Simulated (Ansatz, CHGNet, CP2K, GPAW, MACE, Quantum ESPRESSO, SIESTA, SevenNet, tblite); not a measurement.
**Quantum ESPRESSO on generalised stacking fault on (110) of BePd (80 atoms): settings compared**

How far do other settings of Quantum ESPRESSO move the forces in generalised stacking fault on (110) of BePd (80 atoms)? One run of the same program serves as the yardstick.

Main program and level: Quantum ESPRESSO 7.5; the method is named at each step.

**1. Starting point**

The cell holds 80 atoms: 40 Be and 40 Pd. Its edges and angles: a = 5.626 Å, b = 7.956 Å, c = 20.002 Å, α = 90.0°, β = 83.9°, γ = 90.0°. It derives from BePd (CsCl-type). CsCl-type BePd (a = 2.813 Å), cell with z along [110], 2 x 2 x 5 periods; the third cell vector is tilted by 0.750 of [001] and lengthened by 0 Å, so the cell holds one fault; displaced by a Gaussian of 0.01 Å. Then every atom was moved at random, 0.03 Å r.m.s. a Cartesian component. The structure's axis is c.

The yardstick, on the same geometry:

```
method                 : Kohn-Sham DFT, PBE, SSSP efficiency 1.3.0 pseudopotentials, plane waves (Quantum ESPRESSO 7.5); sssp-pbe-1.3.0-efficiency, cutoffs 45/360 Ry, Γ point
r.m.s. force component : 0.3677 eV/Å
longest force          : 1.657 eV/Å
pressure               : 7.147 GPa
time                   : 2.4 min on 4 MPI ranks of Arm Neoverse V1, shared host
CPU time               : 9.4 min
```

**2. PBE, sssp-1.3.0-efficiency, 25/200 Ry**

Method: Kohn-Sham DFT, PBE, SSSP efficiency 1.3.0 pseudopotentials, plane waves.

Contents of pw.in:

```
&control
  calculation = 'scf'
  pseudo_dir = './pseudo'
  outdir = './tmp'
  disk_io = 'none'
  tprnfor = .true.
  tstress = .true.
/
&system
  ibrav = 0
  nat = 80
  ntyp = 2
  ecutwfc = 25
  ecutrho = 200
  nosym = .true.
  occupations = 'smearing'
  smearing = 'fd'
  degauss = 0.003675
/
&electrons
  conv_thr = 4.0e-07
  electron_maxstep = 100
  mixing_beta = 0.2
  mixing_mode = 'local-TF'
  diagonalization = 'david'
/
ATOMIC_SPECIES
Be 9.012 Be.upf
Pd 106.420 Pd.upf
CELL_PARAMETERS angstrom
5.62600 0.00000 0.00000
0.00000 7.95637 0.00000
2.10975 0.00000 19.89091
ATOMIC_POSITIONS crystal
Be 0.61801 0.99881 0.99923
Pd 0.20993 0.99751 0.09857
Be 0.11973 0.00236 0.00127
Pd 0.72255 0.00119 0.10046
Be 0.61152 0.50175 0.99901
Pd 0.21759 0.50048 0.10107
Be 0.11893 0.50121 0.99882
Pd 0.70925 0.50743 0.10219
Be 0.95660 0.25028 0.09935
Pd 0.16978 0.25109 0.19720
Be 0.46044 0.24602 0.10015
Pd 0.67237 0.25844 0.20032
Be 0.93319 0.99733 0.19739
Pd 0.13338 0.00191 0.30077
Be 0.41231 0.00063 0.20115
Pd 0.63435 0.00085 0.29743
Be 0.95150 0.74880 0.10262
Pd 0.18565 0.74877 0.19951
Be 0.45898 0.74904 0.09826
Pd 0.67032 0.74951 0.19781
Be 0.92674 0.50470 0.19889
Pd 0.13665 0.50598 0.29980
Be 0.42057 0.49638 0.20248
Pd 0.63577 0.49878 0.29939
Be 0.89772 0.25202 0.29829
Pd 0.09782 0.25194 0.39874
Be 0.39069 0.25131 0.30078
Pd 0.59795 0.24864 0.39817
Be 0.85613 0.99635 0.39856
Pd 0.06520 0.99599 0.49854
Be 0.34642 0.99762 0.40090
Pd 0.55763 0.99874 0.50037
Be 0.87732 0.74984 0.30060
Pd 0.09147 0.75792 0.40266
Be 0.39316 0.75709 0.30125
Pd 0.60450 0.75008 0.39936
Be 0.85157 0.50225 0.40004
Pd 0.05485 0.49590 0.49859
Be 0.35249 0.49951 0.39778
Pd 0.55882 0.50342 0.49858
Be 0.81430 0.25334 0.49717
Pd 0.02354 0.24494 0.59891
Be 0.31237 0.24933 0.50023
Pd 0.52954 0.24760 0.59848
Be 0.77031 0.00528 0.60242
Pd 0.99132 0.00207 0.69829
Be 0.27838 0.00051 0.59989
Pd 0.49046 0.99997 0.69945
Be 0.80547 0.74658 0.49866
Pd 0.02400 0.75095 0.60022
Be 0.31633 0.74560 0.50145
Pd 0.51565 0.75206 0.60078
Be 0.77599 0.49950 0.59925
Pd 0.98901 0.50137 0.69898
Be 0.27561 0.49623 0.59959
Pd 0.49045 0.49926 0.70224
[... 20 atom lines left out ...]
Be 0.66666 0.75433 0.89951
Pd 0.88096 0.74413 0.00125
Be 0.16226 0.75629 0.90068
Pd 0.37437 0.74524 0.00034
K_POINTS gamma
```

On the command line:

```console
> OMP_NUM_THREADS=1 mpirun -np 2 pw.x -in pw.in > output.txt
```

Output:

```text
Program PWSCF
     gamma-point specific algorithms are used
     Parallelization info
     sticks:   dense  smooth     PW     G-vecs:    dense   smooth      PW
     Min        1269     633    157               143481    50699    6335
     Max        1272     634    158               143496    50708    6342
     Sum        2541    1267    315               286977   101407   12677
     bravais-lattice index     =            0
     lattice parameter (alat)  =      10.6316  a.u.
     unit-cell volume          =    6008.4984 (a.u.)^3
     number of atoms/cell      =           80
     number of atomic types    =            2
     number of electrons       =       880.00
     number of Kohn-Sham states=          528
     kinetic-energy cutoff     =      25.0000  Ry
     charge density cutoff     =     200.0000  Ry
     scf convergence threshold =      4.0E-07
     mixing beta               =       0.2000
     number of iterations used =            8  local-TF  mixing
     Exchange-correlation= PBE
                           (   1   4   3   4   0   0   0)
     crystal axes: (cart. coord. in units of alat)
               a(1) = (   1.000000   0.000000   0.000000 )
               a(2) = (   0.000000   1.414214   0.000000 )
               a(3) = (   0.375000   0.000000   3.535533 )
     reciprocal axes: (cart. coord. in units 2 pi/alat)
               b(1) = (  1.000000  0.000000 -0.106066 )
               b(2) = (  0.000000  0.707106  0.000000 )
               b(3) = (  0.000000  0.000000  0.282843 )
     PseudoPot. # 1 for Be:
     Pseudo is Ultrasoft, Zval =  4.0
     PseudoPot. # 2 for Pd:
     Pseudo is Norm-conserving, Zval = 18.0
     atomic species   valence    mass     pseudopotential
     Be                4.00     9.01200     Be( 1.00)
     Pd               18.00   106.42000     Pd( 1.00)
     No symmetry found
   Cartesian axes
     number of k points=     1  Fermi-Dirac smearing, width (Ry)=  0.0037
                       cart. coord. in units 2pi/alat
        k(    1) = (   0.0000000   0.0000000   0.0000000), wk =   2.0000000
     Dense  grid:   143489 G-vectors     FFT dimensions: (  48,  72, 180)
     Smooth grid:    50704 G-vectors     FFT dimensions: (  36,  48, 125)
     Initial potential from superposition of free atoms
     starting charge     879.9797, renormalised to     880.0000
     Starting wfcs are  600 randomized atomic wfcs
     Self-consistent Calculation
     iteration #  1     ecut=    25.00 Ry     beta= 0.20
     Threshold (ethr) on eigenvalues was too large:
     Diagonalizing with lowered threshold
     total energy              =  -11229.02383369 Ry
     estimated scf accuracy    <       6.93136236 Ry
     iteration #  2     ecut=    25.00 Ry     beta= 0.20
     total energy              =  -11227.04921161 Ry
     estimated scf accuracy    <       4.29596872 Ry
     iteration #  3     ecut=    25.00 Ry     beta= 0.20
     total energy              =  -11227.80533671 Ry
     estimated scf accuracy    <       0.28110611 Ry
     iteration #  4     ecut=    25.00 Ry     beta= 0.20
     total energy              =  -11227.73126122 Ry
     estimated scf accuracy    <       0.16954244 Ry
     iteration #  5     ecut=    25.00 Ry     beta= 0.20
     total energy              =  -11227.74248318 Ry
     estimated scf accuracy    <       0.06678448 Ry
     iteration #  6     ecut=    25.00 Ry     beta= 0.20
     total energy              =  -11227.74721380 Ry
     estimated scf accuracy    <       0.01044420 Ry
     iteration #  7     ecut=    25.00 Ry     beta= 0.20
     total energy              =  -11227.74754453 Ry
     estimated scf accuracy    <       0.00074935 Ry
     iteration #  8     ecut=    25.00 Ry     beta= 0.20
     total energy              =  -11227.74751400 Ry
     estimated scf accuracy    <       0.00069085 Ry
     iteration #  9     ecut=    25.00 Ry     beta= 0.20
     total energy              =  -11227.74749424 Ry
     estimated scf accuracy    <       0.00091629 Ry
     iteration # 10     ecut=    25.00 Ry     beta= 0.20
     total energy              =  -11227.74755437 Ry
     estimated scf accuracy    <       0.00006338 Ry
     iteration # 11     ecut=    25.00 Ry     beta= 0.20
     total energy              =  -11227.74757295 Ry
     estimated scf accuracy    <       0.00000518 Ry
     iteration # 12     ecut=    25.00 Ry     beta= 0.20
     total energy              =  -11227.74758472 Ry
     estimated scf accuracy    <       0.00000132 Ry
     iteration # 13     ecut=    25.00 Ry     beta= 0.20
     End of self-consistent calculation
          k = 0.0000 0.0000 0.0000 (  6339 PWs)   bands (ev):
   -83.0178 -83.0098 -82.9966 -82.9512 -82.9401 -82.8850 -82.8760 -82.8527
   -82.8063 -82.7904 -82.7830 -82.7755 -82.7750 -82.7684 -82.7595 -82.7547
   -82.7491 -82.7422 -82.7357 -82.7348 -82.7311 -82.7285 -82.7256 -82.7228
   -82.7215 -82.7174 -82.7150 -82.7098 -82.7055 -82.7046 -82.7002 -82.6940
   -82.6831 -82.6736 -82.6708 -82.6640 -82.6627 -82.6572 -82.6552 -82.6489
   -71.3849 -71.3743 -71.3353 -71.3316 -71.3051 -71.2968 -71.2901 -71.2771
   -71.2603 -71.2507 -71.2461 -71.2426 -71.2383 -71.2369 -71.2305 -71.2298
   -71.2288 -71.2263 -71.2240 -71.2209 -71.2157 -71.2134 -71.2090 -71.2053
   -71.2015 -71.1992 -71.1963 -71.1944 -71.1894 -71.1893 -71.1869 -71.1794
   -71.1788 -71.1749 -71.1673 -71.1605 -71.1566 -71.1434 -71.1427 -71.1258
   -36.2499 -36.2400 -36.1829 -36.1753 -36.1632 -36.1432 -36.1388 -36.1309
   -36.1172 -36.1130 -36.1077 -36.1068 -36.1045 -36.0894 -36.0848 -36.0831
[...]
22.9439  22.9608  22.9745  23.0085  23.0704  23.0880  23.1064  23.1281
    23.1697  23.2542  23.2732  23.3255  23.3888  23.3941  23.4866  23.5147
    23.5218  23.5384  23.9018  23.9885  23.9968  24.0130  24.0470  24.1134
    24.1325  24.1722  24.3101  24.3709  24.3942  24.4495  24.4746  24.5436
    24.5765  24.6123  24.6398  24.6537  24.6897  24.7070  24.7505  24.7964
     the Fermi energy is    17.1518 ev
!    total energy              =  -11227.74760547 Ry
     estimated scf accuracy    <       0.00000006 Ry
     smearing contrib. (-TS)   =      -0.03095924 Ry
     internal energy E=F+TS    =  -11227.71664623 Ry
     The total energy is F=E-TS. E is the sum of the following terms:
     one-electron contribution =   -4309.33002138 Ry
     hartree contribution      =    2390.16196497 Ry
     xc contribution           =   -1187.75546280 Ry
     ewald contribution        =   -8120.79312702 Ry
     convergence has been achieved in  13 iterations
     Forces acting on atoms (cartesian axes, Ry/au):
     atom    1 type  1   force =    -0.01087365   -0.00251622   -0.03500022
     atom    2 type  2   force =     0.00857904    0.00006137    0.02870130
     atom    3 type  1   force =    -0.02874576   -0.00680388   -0.05555519
     atom    4 type  2   force =    -0.04170393    0.01066831    0.00808976
     atom    5 type  1   force =    -0.00007111   -0.00929693   -0.03074804
     atom    6 type  2   force =    -0.02948015   -0.01465486   -0.01161874
     atom    7 type  1   force =    -0.00999648   -0.01066107   -0.03416923
     atom    8 type  2   force =    -0.01168995   -0.02057784   -0.01214520
     atom    9 type  1   force =     0.02004267    0.00401449    0.04315103
     atom   10 type  2   force =     0.01435321   -0.01590482    0.00285202
     atom   11 type  1   force =     0.02207996    0.00709756    0.03598436
     atom   12 type  2   force =    -0.00379843   -0.02820946   -0.00619194
[...]
atom   76 type  2   force =     0.01164832   -0.00092175   -0.00742100
     atom   77 type  1   force =    -0.00741132   -0.00923857   -0.00580446
     atom   78 type  2   force =    -0.00892376    0.01402865   -0.02513429
     atom   79 type  1   force =    -0.00806823   -0.01970583   -0.01537871
     atom   80 type  2   force =     0.01617727    0.01893247   -0.03621849
     Total force =     0.237574     Total SCF correction =     0.001040
     Computing stress (Cartesian axis) and pressure
          total   stress  (Ry/bohr**3)                   (kbar)     P=    -3225.37
  -0.02089490  -0.00000397   0.00011045        -3073.75       -0.58       16.25
  -0.00000397  -0.02261413   0.00001697           -0.58    -3326.65        2.50
   0.00011045   0.00001697  -0.02226777           16.25        2.50    -3275.70
     Message from routine punch:
     Nothing written, as per user request (disk_io='none')
```

The job ended after 2.2 min (2 MPI ranks of Arm Neoverse V1, shared host; peak memory 0.81 GiB).

Banners, paths, timers and routine set-up lines are dropped from the logs unmarked, and long logs keep their key lines alone; longer cuts are marked.

Numbers from this run, and their distance from the reference:

```
r.m.s. force component                          : 0.3943 eV/Å
r.m.s. difference of force components           : 115.3 meV/Å
longest difference of force vectors             : 601.4 meV/Å
force difference over r.m.s. force              : 31.37 %
slope of forces against the reference's         : 1.026
correlation of force components                 : 0.9566
pressure                                        : -322.5 GPa
pressure difference                             : -329.7 GPa
energy less the same-level run's                : 5418 meV/atom
r.m.s. force difference from the same-level run : 115.3 meV/Å
```

This is a coarse setting, run to see what it loses.

Length of the force difference by element (eV/Å):

```tsv
element	atoms	mean	most
Be	40	0.053	0.12
Pd	40	0.24	0.60
```

Local excerpt of 15 atoms (numbers count through the whole input) about Pd8, which has 13 bonded neighbours where the commonest count for Pd is 14; x, y, z are measured from there.

```tsv
atom	x	y	z	distance (Å)	bonds	Fx	Fy	Fz (eV/Å)
Pd8	0.00	0.00	0.00	0.00	13	-0.30	-0.53	-0.31
Be5	-0.77	-0.05	-2.05	2.19	13	0.00	-0.24	-0.79
Be17	1.36	1.92	0.01	2.36	13	0.82	0.05	1.06
Be19	-1.42	1.92	-0.08	2.39	13	0.70	0.23	1.50
Be21	1.43	-0.02	1.92	2.40	14	0.08	-0.07	0.43
Be23	-1.41	-0.09	1.99	2.45	14	0.11	0.17	0.02
Be9	1.39	-2.05	-0.06	2.47	13	0.52	0.10	1.11
Be11	-1.40	-2.08	-0.04	2.51	13	0.57	0.18	0.93
Pd20	-0.02	1.93	1.90	2.71	14	0.45	0.69	0.37
Pd6	-2.77	-0.06	-0.02	2.77	13	-0.76	-0.38	-0.30
Pd12	0.00	-1.98	1.95	2.78	14	-0.10	-0.73	-0.16
Pd78	0.75	1.88	-2.01	2.85	13	-0.23	0.36	-0.65
Pd6	2.86	-0.06	-0.02	2.86	13	-0.76	-0.38	-0.30
Be7	2.09	-0.05	-2.06	2.93	13	-0.26	-0.27	-0.88
Pd74	0.70	-2.06	-2.07	3.00	13	0.05	-0.08	-0.28
```

Forces lie 31 % from the reference's, at 0.47 times its CPU time (on 2 against 4 cores).

The difference per atom is largest on Pd (0.24 eV/Å on average, against 0.053 on Be).

Within one program, basis, potentials and functional, energies share a zero. Each run against its twin at the usual cutoff or grid and solver:

```tsv
run	twin	Δ energy (meV/atom)	Δ force, r.m.s. (meV/Å)	CPU time over the twin's
QE PBE, sssp-1.3.0-efficiency, 25/200 Ry	sssp-1.3.0-efficiency, 45/360 Ry	5418	115	0.47 (this twin ran on 4 cores)
```

**3. Results**

| Quantity | Value |
| --- | --- |
| force difference from the reference | QE PBE, sssp-1.3.0-efficiency, 25/200 Ry (coarse), 31 % |
| its CPU time | 4.5 min |

In words: Runs with settings chosen to be coarse differ by 31 % (QE PBE, sssp-1.3.0-efficiency, 25/200 Ry). One electronic-structure run takes under half the reference's CPU time: QE PBE, sssp-1.3.0-efficiency, 25/200 Ry, at 31 % in 4.5 min against 9.4 min; its pressure misses by -329.7 GPa. In pressure, QE PBE, sssp-1.3.0-efficiency, 25/200 Ry misses by -329.7 GPa, at the same functional; a cutoff this low leaves a large Pulay stress. The reference's pressure holds the uncorrected Pulay stress of its 45 Ry basis, so small pressure differences, and their order, may be the reference's own error. The cell is under 6 Å thick along one periodic direction, so every atom has periodic images of itself close by, which move with it and show among its neighbours and in g(r). The reference's stress is far from hydrostatic: its diagonal is 16.3, 0.2, 4.9 GPa, compression counted positive. The host structure and its lattice constant were typed by rule, without a check against the phase diagram. The reference's pressure of 7.1 GPa says that the cell would expand at this level of theory. The electronic-structure runs sample only Γ, in a cell whose shortest periodic width is 6 Å, which is coarse for a cell with partly filled levels.

[Also dropped from logs without a mark: logging warnings of Python, and SIESTA's first energy breakdown and zero terms.]

[Logs are printed without paths, hosts, clocks, repeated set-up lines and the standing remarks that a program may print on its own settings, such as how far it seeks lower states.]

[Hosts, paths, dates, database ids (printed as entryN), source tags and the programs' standing remarks are cut or masked in the printed files.]
